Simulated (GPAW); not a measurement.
# BN (F-43m) in GPAW: G0W0 quasiparticle levels with PBE

Aim: the G0W0 quasiparticle levels of BN with PBE.

Everything below comes from runs of GPAW 26.7.0. Logs are shortened: lines on timing, memory, paths and dates and some standing lists are left out, and cuts for length are marked. The log counts tension as positive stress, the text compression.

**The experiment to reproduce.**

From a printed reference work, monograph, for a bulk crystal of BN at 300 K: band gap 6.4 eV (indirect).

The runs below are set against these values where they give the same quantity.

### Step 1. The crystal as given

It takes space group F-43m (No. 216, cubic). Conventional cell: a = 3.626 Å, b = 3.626 Å, c = 3.626 Å, α = 90.00°, β = 90.00°, γ = 90.00°. N (site symmetry -43m) has 4 B at 1.57 Å as nearest neighbours. B (site symmetry -43m) is surrounded by 4 N at 1.57 Å.

The cell is a database's computed one.

### Step 2. G0W0 quasiparticle levels, PBE

run.py reads:

```python
import json
import numpy as np
from ase import Atoms
from ase.dft.bandgap import bandgap
from ase.io import write
from gpaw import GPAW, PW
from gpaw.response.g0w0 import G0W0

atoms = Atoms(['N', 'B'],
              cell=[[0.0, 1.813001, 1.813001],
                    [1.813001, 0.0, 1.813001],
                    [1.813001, 1.813001, 0.0]],
              scaled_positions=[[0.25, 0.25, 0.25],
                                [0.0, 0.0, 0.0]],
              pbc=True)

calc = GPAW(mode=PW(600),
            xc='PBE',
            kpts={'size': (8, 8, 8), 'gamma': True},
            occupations={'name': 'fermi-dirac', 'width': 0.001},
            nbands=11,
            convergence={'density': 1e-06},
            maxiter=150,
            txt='gpaw.txt')
atoms.calc = calc
energy = atoms.get_potential_energy()
calc.write('gs.gpw')
write('result.traj', atoms)
print(f'Energy: {energy:.6f} eV')
print('Fermi level:', round(calc.get_fermi_level(), 4), 'eV')
print(f'Gap: {bandgap(calc)[0]:.4f} eV, direct: {bandgap(calc, direct=True)[0]:.4f} eV')

calc.diagonalize_full_hamiltonian(nbands=53)
calc.write('full.gpw', mode='all')

ibz = calc.get_ibz_k_points()
gap, vbm, cbm = bandgap(calc, output=None)
gap, direct, _ = bandgap(calc, direct=True, output=None)
gamma = int(np.abs(ibz).sum(1).argmin())
kpts = sorted({gamma, vbm[1], cbm[1], direct[1]})
gw = G0W0(calc='full.gpw',
          filename='gw',
          ecut=150,
          ecut_extrapolation=True,
          relbands=(-2, 2),
          kpts=kpts,
          integrate_gamma='WS',
          ppa=True)
gw.calculate()
results = {mode: {key: np.asarray(r[key]).tolist() for key in ['f', 'eps', 'vxc', 'exx', 'sigma', 'Z', 'qp', 'sigma_eskn']}
           for mode, r in gw.all_results.items()}
json.dump({'kpts': ibz[kpts].tolist(), 'results': results}, open('gw.json', 'w'))
for mode, r in results.items():
    f, qp = np.array(r['f']), np.array(r['qp'])
    print(mode, 'quasiparticle energies (eV):')
    print(qp.round(3))
    print(mode, 'gap:', round(qp[f < 0.5].min() - qp[f > 0.5].max(), 4), 'eV')
```

Potentials or basis: GPAW PAW data sets (gpaw-data 1.2.1), pw.

Run with:

```sh
$ OMP_NUM_THREADS=1 python run.py
```

gpaw.txt:

```text
__  _  _
 | _ |_)|_||  |
 |__||  | ||/\| - 26.7.0

Input parameters:
  mode=PW(ecut=600.0),
  convergence={'density': 1e-06},
  kpts=MonkhorstPack(size=(8, 8, 8), gamma=True),
  maxiter=150,
  nbands=11,
  occupations=Occupations(name='fermi-dirac', width=0.001),
  xc=XC(name='PBE')

Diagonalizing LCAO Hamiltonian
Converting LCAO to pw mode

          N
       B

Atoms  # Å, Bohr magnetons
|   | symbol |        x |        y |        z |    initial magnetic moments |
|---|--------|----------|----------|----------|-----------------------------|
| 0 |      N | 0.906501 | 0.906501 | 0.906501 | ( 0.0000,  0.0000,  0.0000) |
| 1 |      B | 0.000000 | 0.000000 | 0.000000 | ( 0.0000,  0.0000,  0.0000) |

Unit cell  # Å
| periodic |        x |        y |        z |  lengths |    angles |
|----------|----------|----------|----------|----------|-----------|
|      yes | 0.000000 | 1.813001 | 1.813001 | 2.563971 | 60.000000 |
|      yes | 1.813001 | 0.000000 | 1.813001 | 2.563971 | 60.000000 |
|      yes | 1.813001 | 1.813001 | 0.000000 | 2.563971 | 60.000000 |

Number of symmetries: 24
Symmetry operations  # r_c * U_cc + t_c -> r_c
|    | kind |            matrix            |
|----|------|------------------------------|
|  0 |  E   |  1, 0, 0,  0, 1, 0,  0, 0, 1 |
|  1 |  σ   |  1, 0, 0,  0, 0, 1,  0, 1, 0 |
|  2 |  σ   |  1, 0,-1,  0, 1,-1,  0, 0,-1 |
|  3 |  C3  |  1, 0,-1,  0, 0,-1,  0, 1,-1 |
|  4 |  C3  |  1,-1, 0,  0,-1, 1,  0,-1, 0 |
|  5 |  σ   |  1,-1, 0,  0,-1, 0,  0,-1, 1 |
|  6 |  σ   |  0, 1, 0,  1, 0, 0,  0, 0, 1 |
|  7 |  C3  |  0, 1, 0,  0, 0, 1,  1, 0, 0 |
|  8 |  C2  |  0, 1,-1,  1, 0,-1,  0, 0,-1 |
|  9 |  S4  |  0, 1,-1,  0, 0,-1,  1, 0,-1 |
| 10 |  C3  |  0, 0, 1,  1, 0, 0,  0, 1, 0 |
| 11 |  σ   |  0, 0, 1,  0, 1, 0,  1, 0, 0 |
| 12 |  S4  |  0, 0,-1,  1, 0,-1,  0, 1,-1 |
| 13 |  C3  |  0, 0,-1,  0, 1,-1,  1, 0,-1 |
| 14 |  S4  |  0,-1, 1,  1,-1, 0,  0,-1, 0 |
| 15 |  C2  |  0,-1, 1,  0,-1, 0,  1,-1, 0 |
| 16 |  C3  |  0,-1, 0,  1,-1, 0,  0,-1, 1 |
| 17 |  S4  |  0,-1, 0,  0,-1, 1,  1,-1, 0 |
| 18 |  S4  | -1, 1, 0, -1, 0, 1, -1, 0, 0 |
| 19 |  C3  | -1, 1, 0, -1, 0, 0, -1, 0, 1 |
| 20 |  C3  | -1, 0, 1, -1, 1, 0, -1, 0, 0 |
| 21 |  S4  | -1, 0, 1, -1, 0, 0, -1, 1, 0 |
| 22 |  σ   | -1, 0, 0, -1, 1, 0, -1, 0, 1 |
| 23 |  C2  | -1, 0, 0, -1, 0, 1, -1, 1, 0 |

BZ-sampling:
  Number of BZ points: 512
  Number of IBZ points: 29

  Monkhorst-Pack size: [8, 8, 8]
  Monkhorst-Pack shift: [0.0625, 0.0625, 0.0625]

K-points  # in reciprocal-cell coordinates
|     |                                coordinates |     weight |
|-----|--------------------------------------------|------------|
|   0 | (  0.00000000,   0.00000000,   0.00000000) | 0.00195312 |
|   1 | (  0.12500000,   0.12500000,   0.00000000) | 0.01171875 |
|   2 | (  0.12500000,   0.12500000,   0.12500000) | 0.01562500 |
|   3 | (  0.25000000,   0.12500000,   0.12500000) | 0.02343750 |
|   4 | (  0.25000000,   0.25000000,   0.00000000) | 0.01171875 |
|   5 | (  0.25000000,   0.25000000,   0.12500000) | 0.04687500 |
|   6 | (  0.25000000,   0.25000000,   0.25000000) | 0.01562500 |
|   7 | (  0.37500000,   0.25000000,  -0.37500000) | 0.04687500 |
|   8 | (  0.37500000,   0.25000000,   0.12500000) | 0.04687500 |
|   9 | (  0.37500000,   0.25000000,   0.25000000) | 0.04687500 |
| ... |                                            |            |
|  28 | (  0.50000000,   0.50000000,   0.50000000) | 0.00781250 |

Plane wave coefficients: 415
Cutoff: 600.0 eV

Spin-components: 1 (collinear spins)
Bands:           11
Projectors:      10
Spin-degeneracy: 2
Datatype:        complex128

Parallelization:
  kpt:    1
  domain: 1
  band:   1

Density:
  Valence electrons: 8.0
  Components: 1
  Grid points: [15 15 15]
  Charge: 0.0  # |e|

Potential:
  Grid points: [15 15 15]

species:
  N:
    name:    Nitrogen
    Z:       7.0
    valence: 5
    core:    2
    charge:  0.0  # [|e|]
    compensation charges:
      type: gauss
      rc: 0.18  # [Å]
      lmax: 2
    cutoffs:
      filter: 1.11  # [Å]
      core: 0.96  # [Å]
    projectors
    | kind |    occ | energy [eV] | rcut [Å] |
    |------|--------|-------------|----------|
    |   2s |  2.000 |     -18.583 |    0.603 |
    |   2p |  3.000 |      -7.089 |    0.529 |
    |    s |        |       8.629 |    0.603 |
    |    p |        |      20.123 |    0.529 |
    |    d |        |       0.000 |    0.577 |

    Using partial waves for N as LCAO basis

  B:
    name:    Boron
    Z:       5.0
    valence: 3
    core:    2
    charge:  0.0  # [|e|]
    compensation charges:
      type: gauss
      rc: 0.20  # [Å]
      lmax: 2
    cutoffs:
      filter: 1.14  # [Å]
      core: 1.38  # [Å]
    projectors
    | kind |    occ | energy [eV] | rcut [Å] |
    |------|--------|-------------|----------|
    |   2s |  2.000 |      -9.443 |    0.635 |
    |   2p |  1.000 |      -3.606 |    0.635 |
    |    s |        |      17.768 |    0.635 |
    |    p |        |      23.605 |    0.635 |
    |    d |        |       0.000 |    0.635 |

    Using partial waves for B as LCAO basis

Reference energy: -2151.211071  # eV

eigensolver:
  PPCG
  Converge bands: occupied
  niter=2

density mixing:
  MSR1-Mixer
  Pratt-step length: 0.05
  Maximum mixing coefficient: 0.75
  Old densities: 10
  SVD Regularization: 0.005
  Good broyden scale: 1.0
  Trust region scale: 1.0
  Backstep threshold: 4.0
  History deletion threshold: 6.0
  Fourier metric: weight=20.0, sigma=0.015

occupation numbers:
  Fermi-Dirac:
    width: 0.0010  # eV

poisson solver:
  ecut: 4800.0  # eV

xc functional:
  name: PBE with 2 nearest neighbor stencil

convergence criteria:
- Maximum integral of absolute [dens]ity change: 1e-06 electrons / valence electron
- Maximum [total energy] change in last 3 cyles: 0.0005 eV / valence electron
- Maximum integral of absolute [eigenst]ate change: 4e-08 eV^2 / valence electron
maximum number of iterations: 150

SCF iterations
|iter     | |      energy | eigst |  dens |
|---------|-|-------------|-------|-------|
|iter:   1| |  -18.113126 | +0.06 |       |
|iter:   2| |  -17.947969 | -2.16 | -0.75 |
|iter:   3| |  -17.328427 | -1.41 | -0.79 |
|iter:   4| |  -17.320977 | -3.01 | -1.38 |
|iter:   5| |  -17.320625 | -3.51 | -1.83 |
|iter:   6| |  -17.320687c| -5.48 | -2.59 |
|iter:   7| |  -17.320687c| -7.15 | -3.56 |
|iter:   8| |  -17.320687c| -8.93c| -4.30 |
|iter:   9| |  -17.320687c| -8.84c| -5.42 |
|iter:  10| |  -17.320687c| -9.89c| -6.12c|

Converged in 10 steps
Energy contributions relative to reference atoms: (reference = -2151.211071)

Energy contributions:
  Kinetic:          14.586402
  Coulomb:         -13.795749
  Zero:             -0.000150
  External:          0.000000
  Xc:              -18.111191
  Entropy:          -0.000000
  Spinorbit:         0.000000
  ----------------------------
  Free energy:     -17.320687
  Extrapolated:    -17.320687

dipole moment: (-7.320890, -7.320890, -7.320890)  # |e|*Ang

Fermi level: 12.171
Eigenvalues  # (at kpt = [0.000, 0.000, 0.000])
| band index |      eig [eV] | occ [0-2] |
|------------|---------------|-----------|
|          0 |       -10.185 |     2.000 |
|          1 |         9.961 |     2.000 |
|          2 |         9.961 |     2.000 |
|          3 |         9.961 |     2.000 |
|          4 |        18.744 |     0.000 |
|          5 |        18.744 |     0.000 |
|          6 |        18.744 |     0.000 |
|          7 |        20.144 |     0.000 |
|          8 |        34.548 |     0.000 |
|          9 |        37.735 |     0.000 |
|         10 |        37.890 |     0.000 |

Gap: 4.445 eV
Transition (v -> c):
  (s=0, k=0, n=3, [0.00, 0.00, 0.00]) -> (s=0, k=24, n=4, [0.50, 0.50, 0.00])
Direct/indirect transitions are different
Direct gap: 8.782 eV
Transition at: (s=0, k=0, n=3, [0.00, 0.00, 0.00])
# Writing to gs.gpw (mode='')

Matrix size: 415x415
# Writing to full.gpw (mode='all')
```

Wall time 3.1 min (1 thread of Intel Xeon Platinum 8488C (Sapphire Rapids), shared host); peak memory 0.36 GiB.

Results:

```yaml
Free_energy: -17.3207 eV
Band_gap_on_the_k_mesh_mean-field_level: 4.44 eV, indirect (least direct gap 8.78 eV)
Quasiparticle_gap: 6.13 eV
Least_direct_quasiparticle_gap: 11.00 eV
```

Caveat: the k mesh is coarse; the quasiparticle gap is taken among the few k points that were corrected; the long-wavelength limit can be off by a per cent or two.

### Step 3. How close it comes

Step 2. Measured gap of BN: 6.4 eV (indirect; 300 K; a printed reference work, monograph). This calculation gives 6.13 eV (-0.27 eV). The value is that of G0W0 on PBE, without temperature or zero-point motion. The cell is a database's relaxed one, not the measured one, which moves gaps too.
